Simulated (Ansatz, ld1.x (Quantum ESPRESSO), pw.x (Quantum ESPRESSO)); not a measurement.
# What a changed setting does to a pw.x run (bcc P)

Potential: ultrasoft, ld1.x (Quantum ESPRESSO) 7.5, PBE; core [Ne], reference 3s2 3p3; waves: 3s (bound): rcut 1.25, rcutus 1.60 bohr; 3s channel at -0.7 Ry: rcut 1.25, rcutus 1.60 bohr; 3p (bound): rcut 1.85, rcutus 2.15 bohr; 3p channel at 0.1 Ry: rcut 1.85, rcutus 2.15 bohr; 3d channel at 0.25 Ry: rcut 1.45, rcutus 2.00 bohr; 3d channel at 2.25 Ry: rcut 1.45, rcutus 2.00 bohr; local part: all-electron potential smoothed inside 1.30 bohr (lloc = -2); core correction: a·sin(br)/r model core inside 0.95 bohr; augmentation: built from norm-conserving waves at rcut, not smoothed further.

The reference run (k-mesh 15³, cutoffs 40/600 Ry, Fermi–Dirac 0.01 Ry, mixing_beta 0.4, conv_thr 1e-9, no spin) gives -0.50 GPa at 14.308 Å³/atom, where all-electron LAPW gives -0.58 GPa. This run, with its own iteration cap, changes smearing to gauss.

```
&control
  calculation='scf', prefix='x', pseudo_dir='./', outdir='./tmp', tstress=.true., disk_io='none'
/
&system
  ibrav=0, nat=1, ntyp=1, ecutwfc=40, ecutrho=600, nbnd=9,
  occupations='smearing', smearing='gauss', degauss=0.01
/
&electrons
  conv_thr=1e-09, mixing_beta=0.4, electron_maxstep=70
/
ATOMIC_SPECIES
P 1.0 P.UPF
CELL_PARAMETERS angstrom
  -1.52934798 1.52934798 1.52934798
  1.52934798 -1.52934798 1.52934798
  1.52934798 1.52934798 -1.52934798
ATOMIC_POSITIONS crystal
P 0.0000 0.0000 0.0000
K_POINTS automatic
15 15 15 0 0 0
```

```bash
pw.x < P.scf.in > P.scf.out
```

How does the run end?

It converges in 6 iterations; the free energy moves by +13.1 meV/atom and the pressure by -0.21 GPa. Gaussian smearing of the same width is narrower in effect than Fermi–Dirac, so its quadratic term in F is smaller.

```
Message from routine setup:
     using ibrav=0 with symmetry is DISCOURAGED, use correct ibrav instead
     lattice parameter (alat)  =       5.0057  a.u.
     unit-cell volume          =      96.5552 (a.u.)^3
     number of electrons       =         5.00
     number of Kohn-Sham states=            9
     kinetic-energy cutoff     =      40.0000  Ry
     charge density cutoff     =     600.0000  Ry
     scf convergence threshold =      1.0E-09
     Exchange-correlation= PBE
     number of k points=   120  Gaussian smearing, width (Ry)=  0.0100
     iteration #  1     ecut=    40.00 Ry     beta= 0.40
     total energy              =     -16.02094397 Ry
     estimated scf accuracy    <       0.00205887 Ry
     iteration #  2     ecut=    40.00 Ry     beta= 0.40
     total energy              =     -16.02087587 Ry
     estimated scf accuracy    <       0.00062176 Ry
     iteration #  3     ecut=    40.00 Ry     beta= 0.40
     total energy              =     -16.02091709 Ry
     estimated scf accuracy    <       0.00001009 Ry
     iteration #  4     ecut=    40.00 Ry     beta= 0.40
     total energy              =     -16.02091749 Ry
     estimated scf accuracy    <       0.00000003 Ry
     iteration #  5     ecut=    40.00 Ry     beta= 0.40
     total energy              =     -16.02091750 Ry
     estimated scf accuracy    <          1.4E-09 Ry
     iteration #  6     ecut=    40.00 Ry     beta= 0.40
     the Fermi energy is    11.2310 ev
!    total energy              =     -16.02091750 Ry
     estimated scf accuracy    <          6.5E-11 Ry
     smearing contrib. (-TS)   =      -0.00040214 Ry
     The total energy is F=E-TS. E is the sum of the following terms:
     one-electron contribution =       5.95579119 Ry
     hartree contribution      =       0.21057319 Ry
     xc contribution           =      -6.44651658 Ry
     ewald contribution        =     -15.74036315 Ry
     convergence has been achieved in   6 iterations
          total   stress  (Ry/bohr**3)                   (kbar)     P=       -7.09
     Message from routine punch:
     Nothing written, as per user request (disk_io='none')
```

The run took about 6.5 s on one core of a shared host (Neoverse-V2, 96 threads, 742 GiB, load 48).
